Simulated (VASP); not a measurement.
A run of VASP 6.6.1:

File INCAR:

```
SYSTEM = NbC
PREC     = Accurate       ! precision mode
ENCUT    = 600            ! plane-wave cutoff, eV
EDIFF    = 1E-6           ! SCF threshold, eV
ISMEAR   = 1              ! smearing method
SIGMA    = 0.1            ! smearing width, eV
LREAL    = .False.        ! projectors in reciprocal space
LASPH    = .True.         ! aspherical terms in the spheres
NELM     = 80             ! most SCF steps
ALGO     = Normal         ! electronic algorithm
ISIF     = 3              ! what is computed and relaxed
LWAVE    = .False.        ! write WAVECAR
LCHARG   = .False.        ! write CHGCAR
GGA      = PE             ! functional
IBRION   = 2              ! ionic algorithm
NSW      = 90             ! ionic steps
EDIFFG   = -0.01          ! ionic threshold
KPAR     = 2
```

File KPOINTS:

```
regular mesh
0
Gamma
  14 14 14
  0 0 0
```

File POSCAR:

```
NbC
1.0
    0.0000000000      2.2345500000      2.2345500000
    2.2345500000      0.0000000000      2.2345500000
    2.2345500000      2.2345500000      0.0000000000
Nb C
1 1
Direct
    0.0000000000      0.0000000000      0.0000000000
    0.5000000000      0.5000000000      0.5000000000
```

Potentials or basis: VASP PAW PBE potentials, release 64 (Nb_sv, C).

Command:

```console
$ cat potpaw_PBE.64/Nb_sv/POTCAR potpaw_PBE.64/C/POTCAR > POTCAR
$ mpirun -np 2 vasp_std > vasp.out
```

Hardware: 2 MPI ranks on Intel(R) Xeon(R) Platinum 8375C CPU @ 2.90GHz (Ice Lake), on a shared host.

Problem. Estimate the wall time of this run.

Solution. Wall time 46 s on 2 MPI ranks on Intel(R) Xeon(R) Platinum 8375C CPU @ 2.90GHz (Ice Lake), with other jobs on the host, peak memory 0.18 GiB a rank. Counts: scf iterations 30, k points 104, ion steps 3.
